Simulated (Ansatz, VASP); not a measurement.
## One calculation of Mg, two programs

```
Mg
1.0
     3.00678    0.00000    0.00000
     0.00000    3.00678    0.00000
     0.00000    0.00000    3.00678
Mg
1
Direct
  0.00000 0.00000 0.00000
```

Alike in both runs: task single point; functional revPBE; k mesh 12 × 12 × 12; occupations fermi-dirac, width 0.1 eV; no spin polarisation.

|  | VASP | Ansatz |
| --- | --- | --- |
| version | VASP 6.6.1 | Ansatz 0.2.0 |
| potentials or method | VASP PAW PBE potentials, release 64 (Mg) | plane waves (420 eV) with PAW, scalar-relativistic |
| plane-wave cutoff (eV) | 520 | 420 |
| valence electrons in the cell | 2 | 10 |

VASP gave:

| Property | Result |
| --- | --- |
| pressure (GPa) | 0.9 |

Question: Which values does Ansatz return?

Answer: Pressure (GPa): 1.0.

The two sets of potentials don't hold the same shells in valence.

Caveats: the PAW data sets were made with another functional, which shifts forces and pressure a little (VASP).
